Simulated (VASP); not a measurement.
Au: single point with PBEsol

Au:

```
Au
1.0
     0.00000    3.01200    3.01200
     3.01200    0.00000    3.01200
     3.01200    3.01200    0.00000
Au
2
Direct
  0.12500 0.12500 0.12500
  0.87500 0.87500 0.87500
```

This isn't the form of Au at room conditions, which is fcc.

```json
{
 "Program": "VASP 6.6.1",
 "Task": "single point",
 "Functional": "PBEsol",
 "Potentials or basis": "VASP PAW PBE potentials, release 64 (Au)",
 "Cutoff": "520 eV",
 "k mesh": "15 × 15 × 15",
 "Occupations": "fermi-dirac, width 0.1 eV",
 "Spin": "no spin polarisation"
}
```

```yaml
Pressure: -0.1 GPa
Band_gap_on_the_k_mesh: none (metal or under the smearing width)
```

Levels at points of the mesh, in eV from the Fermi level:
| k point | band 9 | band 10 | band 11 | band 12 | band 13 | band 14 |
| --- | --- | --- | --- | --- | --- | --- |
| (0.00, 0.00, 0.00) | -2.36 | -1.24 | -1.24 | 8.96 | 9.88 | 9.89 |

It took 30 s on 1 thread of Intel(R) Xeon(R) 6975P-C (Granite Rapids) (shared host), peak memory 0.24 GiB.

Caveat: the PAW data sets were made with another functional, which shifts forces and pressure a little. The run has no spin-orbit coupling, so splittings on Au are missing.
